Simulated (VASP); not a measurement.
GaN, 8 atoms in the cell. Symmetry: P6_3mc, No. 186, hexagonal system. Conventional cell: a = 3.194 Å, b = 3.194 Å, c = 5.175 Å, α = 90.00°, β = 90.00°, γ = 120.00°. Around Ga (site symmetry 3m) lie 4 N at 1.95 to 1.96 Å. N (site symmetry 3m) has 4 Ga at 1.95 to 1.96 Å as nearest neighbours. The cell was built by a generator and isn't the measured one.

* Program: VASP 6.6.1
* Task: relaxation of cell and atoms
* Functional: PBE
* Potentials or basis: VASP PAW PBE potentials, release 64 (Ga_d, N)
* Cutoff: 600 eV
* k mesh: 8 × 5 × 5
* Occupations: gaussian, width 0.02 eV
* Spin: no spin polarisation
* Further INCAR settings: ALGO = Fast; EDIFF = 1e-07; IBRION = 2; EDIFFG = -0.01; NSW = 40; ISIF = 3

Potentials or basis: VASP PAW PBE potentials, release 64 (Ga_d, N).

Run with:

```console
$ cat potpaw_PBE.64/Ga_d/POTCAR potpaw_PBE.64/N/POTCAR > POTCAR
$ mpirun -np 8 vasp_std > vasp.out
```

Hardware: 8 MPI ranks on AMD EPYC 9R45 96-Core Processor (Zen 5) (shared host).

Estimate the wall time of this run.

Wall time 2.1 min on 8 MPI ranks on AMD EPYC 9R45 96-Core Processor (Zen 5), on a shared host, peak memory 0.36 GiB a rank. Counts: scf iterations 68, k points 45, ion steps 5.
